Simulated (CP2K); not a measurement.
## PbS (Galena) under changes of volume

One of the cells (26.086 Å³/atom); the others are scaled copies at fixed shape and fractional positions:

```
Pb S
1.0
     4.19420    0.00000    0.00000
     2.09710    3.63229    0.00000
     2.09710    1.21076    3.42455
Pb S
1 1
Direct
  0.00000 0.00000 0.00000
  0.50000 0.50000 0.50000
```

- Program: CP2K 2026.2
- Functional: LDA
- Potentials or basis: GTH_POTENTIALS Pb GTH-PADE-q4, S GTH-PADE-q6; TZVP-MOLOPT-PBE-GTH basis
- Density cutoff: 6123 eV
- k mesh: 8 × 8 × 8
- Occupations: fermi-dirac, width 0.05 eV
- Spin: no spin polarisation

| volume (Å³/atom) | energy over the lowest point (meV/atom) | pressure (GPa) | gap on the mesh (eV) |
| --- | --- | --- | --- |
| 24.521 | 0.00 | -0.1 | 0.01 |
| 25.042 | ? | ? | ? |
| 25.564 | 8.32 | -2.4 | 0.17 |
| 26.086 | 17.90 | -3.5 | 0.24 |
| 26.607 | 30.64 | -4.4 | 0.30 |
| 27.129 | 46.22 | -5.2 | 0.36 |
| 27.651 | 64.33 | -5.9 | 0.41 |

Problem. What does the run at 25.042 Å³/atom give?

Solution. Energy over the lowest point 2.24 meV/atom; pressure -1.3 GPa; gap on the mesh 0.09 eV.

Worked out: A Birch-Murnaghan fit of order 3 (a polynomial in V^(-2/3)) to the other rows has its minimum at 24.51 Å³/atom, just outside them, with B0 = V·E''(V) = 63 GPa and B' = 4.0. It gives 2.21 meV/atom at 25.042 Å³/atom, against the run's 2.24, and -dE/dV = -1.3 GPa, against -1.3.

Energies are extrapolated to zero smearing.

Caveats: spin-orbit coupling is left out, which as a rule narrows the gap of such compounds by several tenths of an eV; the basis of atomic orbitals isn't converged, which shifts pressures, moduli and gaps.

A mesh can miss the band edges.
